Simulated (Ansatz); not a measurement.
Crystal: KBr.

```
CELL_PARAMETERS angstrom
0.00000 3.30000 3.30000
3.30000 0.00000 3.30000
3.30000 3.30000 0.00000
ATOMIC_POSITIONS crystal
Br 0.50000 0.50000 0.50000
K 0.00000 0.00000 0.00000
```

| Property | Result |
| --- | --- |
| Program | Ansatz 0.2.0 |
| Task | relaxation of cell and atoms |
| Functional | LDA |
| Potentials or basis | Ansatz PAW |
| Cutoff | 420 eV (not typed: the program's choice for these potentials) |
| k mesh | 7 × 7 × 7 |
| Occupations | fermi-dirac, width 0.05 eV |
| Spin | no spin polarisation |

At the start: volume 35.94 Å³/atom.

Where does the relaxation end?

It ends after 5 steps and the volume is 32.39 Å³/atom (-9.9 %); space group Fm-3m (No. 225, to 0.05 Å).

Step by step:
| step | energy change (eV) | largest force (eV/Å) | volume (Å³) |
| --- | --- | --- | --- |
| 1 | 0.0000 | 0.0000 | 71.87 |
| 2 | -0.0297 | 0.0000 | 68.33 |
| 3 | -0.0411 | 0.0000 | 63.78 |
| 4 | -0.0418 | 0.0000 | 64.77 |
| 5 | -0.0411 | 0.0000 | 64.77 |

Final structure:
```
Br K
1.0
     0.00000    3.18755    3.18755
     3.18755    0.00000    3.18755
     3.18755    3.18755    0.00000
Br K
1 1
Direct
  0.50000 0.50000 0.50000
  0.00000 0.00000 0.00000
```

Caveat: the plane-wave basis is chosen anew once the cell has moved, so the energies of steps on either side of that aren't comparable; the PAW data sets come from PBE, with cores solved anew for the run's functional, which leaves a small shift of forces and pressure.
